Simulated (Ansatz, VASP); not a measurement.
## Si: VASP beside Ansatz

File INCAR:

```
SYSTEM = Si
PREC = Accurate
ENCUT = 520
EDIFF = 1E-6
ISMEAR = 0
SIGMA = 0.01
LREAL = Auto
LASPH = .True.
NELM = 100
ALGO = Normal
ISIF = 2
LWAVE = .False.
LCHARG = .False.
GGA = PE
NBANDS = 46
```

The input KPOINTS:

```
Automatic mesh
0
Gamma
  2 2 2
  0 0 0
```

Contents of POSCAR:

```
Si
1.0
    0.0000000000      5.4700937543     -5.4700937543
    5.4700937543      5.4700937543      0.0000000000
    5.4700937543      0.0000000000     -5.4700937543
Si
16
Direct
    0.1250000000      0.1250000000      0.1250000000
    0.1250000000      0.6250000000      0.1250000000
    0.6250000000      0.1250000000      0.1250000000
    0.6250000000      0.6250000000      0.1250000000
    0.1250000000      0.1250000000      0.6250000000
    0.1250000000      0.6250000000      0.6250000000
    0.6250000000      0.1250000000      0.6250000000
    0.6250000000      0.6250000000      0.6250000000
    0.2500000000      0.7500000000      0.2500000000
    0.2500000000      0.2500000000      0.2500000000
    0.7500000000      0.7500000000      0.2500000000
    0.7500000000      0.2500000000      0.2500000000
    0.2500000000      0.7500000000      0.7500000000
    0.2500000000      0.2500000000      0.7500000000
    0.7500000000      0.7500000000      0.7500000000
    0.7500000000      0.2500000000      0.7500000000
```

Input for Ansatz:

```yaml
crystal:
  lattice:
    - [0.0, 5.4700937543, -5.4700937543]
    - [5.4700937543, 5.4700937543, 0.0]
    - [5.4700937543, 0.0, -5.4700937543]
  atoms:
    - { symbol: Si, position: [0.125, 0.125, 0.125] }
    - { symbol: Si, position: [0.125, 0.625, 0.125] }
    - { symbol: Si, position: [0.625, 0.125, 0.125] }
    - { symbol: Si, position: [0.625, 0.625, 0.125] }
    - { symbol: Si, position: [0.125, 0.125, 0.625] }
    - { symbol: Si, position: [0.125, 0.625, 0.625] }
    - { symbol: Si, position: [0.625, 0.125, 0.625] }
    - { symbol: Si, position: [0.625, 0.625, 0.625] }
    - { symbol: Si, position: [0.25, 0.75, 0.25] }
    - { symbol: Si, position: [0.25, 0.25, 0.25] }
    - { symbol: Si, position: [0.75, 0.75, 0.25] }
    - { symbol: Si, position: [0.75, 0.25, 0.25] }
    - { symbol: Si, position: [0.25, 0.75, 0.75] }
    - { symbol: Si, position: [0.25, 0.25, 0.75] }
    - { symbol: Si, position: [0.75, 0.75, 0.75] }
    - { symbol: Si, position: [0.75, 0.25, 0.75] }
basis:
  ecutwfc: 420
  xc_grid: 2
kpoints:
  mp_grid: { grid: [2, 2, 2], shift: [0.0, 0.0, 0.0] }
hamiltonian:
  xc: pbe
scf:
  occupations: { method: gaussian, width: 0.01 }
output:
  forces: true
  stress: true
  eigenvalues: true
```

Alike in both runs: task single point; functional PBE; k mesh 2 × 2 × 2; occupations gaussian, width 0.01 eV; no spin polarisation.

|  | VASP | Ansatz |
| --- | --- | --- |
| version | VASP 6.6.1 | Ansatz 0.2.0 |
| potentials or method | VASP PAW PBE potentials, release 64 (Si) | scalar-relativistic, plane waves, PAW |
| plane-wave cutoff (eV) | 520 | 420 |
| valence electrons in the cell | 64 | 64 |

Ansatz gave:

| Item | Value |
| --- | --- |
| gap on the k mesh at the Fermi level (eV) | 0.73 |
| least direct gap on the mesh (eV) | 0.73 |
| pressure (GPa) | 0.6 |

**Question.** Estimate VASP's values.

**Answer.** gap on the k mesh at the Fermi level (eV): 0.74; least direct gap on the mesh (eV): 0.74; pressure (GPa): 0.5.

The functional is the same, so the differences come from potentials, cutoffs and numerics.

Caveats: the k mesh is coarse (spacing up to 0.50 Å⁻¹), so the values aren't converged. A k mesh can miss the band edges.
